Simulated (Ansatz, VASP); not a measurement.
## One calculation of MnO, two programs

File INCAR:

```
ALGO = Normal
EDIFF = 1E-7
ENCUT = 520
GGA = PE
ISIF = 2
ISMEAR = -1
ISPIN = 2
LASPH = T
LCHARG = F
LMAXMIX = 4
LORBIT = 11
LREAL = F
LWAVE = F
MAGMOM = 4 0
NBANDS = 20
NELM = 150
PREC = Accurate
SIGMA = 0.05
```

Contents of KPOINTS:

```
k-points
0
Gamma
  9 9 9
```

File POSCAR:

```
MnO
1.0
    2.9311359788     -1.6937760844      0.0000000000
    2.9311359788      1.6937760844      0.0000000000
   -1.9578061576      0.0000000000      2.7723274387
Mn O
1 1
Direct
    0.5001990000      0.5001990000      0.5006650000
    0.7498025000      0.7498025000      0.2493360000
```

The input input.yaml:

```yaml
crystal:
  lattice:
    - [2.9311359788, -1.6937760844, 0.0]
    - [2.9311359788, 1.6937760844, 0.0]
    - [-1.9578061576, 0.0, 2.7723274387]
  atoms:
    - { symbol: Mn, position: [0.500199, 0.500199, 0.500665], spin: 4.0 }
    - { symbol: O, position: [0.7498025, 0.7498025, 0.249336] }
hamiltonian:
  xc: pbe
  pseudopotentials: { kind: paw }
magnetization:
  spin_polarized: true
kpoints:
  mp_grid: { grid: [9, 9, 9] }
scf:
  occupations: { method: fermi_dirac, width: 0.05 }
output:
  forces: true
  stress: true
  eigenvalues: true
```

Change from the starting cell: volume scaled by 0.96.

Alike in both runs: task single point; functional PBE; k mesh 9 × 9 × 9; occupations fermi-dirac, width 0.05 eV; collinear spin, ferromagnetic start.

|  | VASP | Ansatz |
| --- | --- | --- |
| version | VASP 6.6.1 | Ansatz 0.2.0 |
| potentials or method | VASP PAW PBE potentials, release 64 (Mn_pv, O) | Ansatz PAW |
| plane-wave cutoff (eV) | 520 | 420 |
| valence electrons in the cell | 19 | 21 |

VASP gave:

```
gap on the k mesh at the Fermi level (eV)                     : none
pressure (GPa)                                                : 0.9
largest component of the traceless stress (GPa)               : 0.13
net moment per atom (μB)                                      : 2.50
size of the moment on the site where the two differ most (μB) : 4.42
```

**Question.** Estimate Ansatz's values.

**Answer.** gap on the k mesh at the Fermi level (eV): none; pressure (GPa): 0.5; largest component of the traceless stress (GPa): 0.13; net moment per atom (μB): 2.50; size of the moment on the site where the two differ most (μB): 3.97.

Site moments also hang on the region over which each program counts them. A gap of «none» marks a metal or a gap that the smearing closes. The two sets of potentials don't hold the same shells in valence.

Caveats: a cell with one magnetic atom can't hold antiferromagnetic order, which such compounds often take; semilocal functionals often make such compounds metallic where correlation or magnetic order opens a gap, which also shifts bond lengths; the pressure holds a Pulay correction of +0.5 GPa for the finite cutoff (Ansatz).
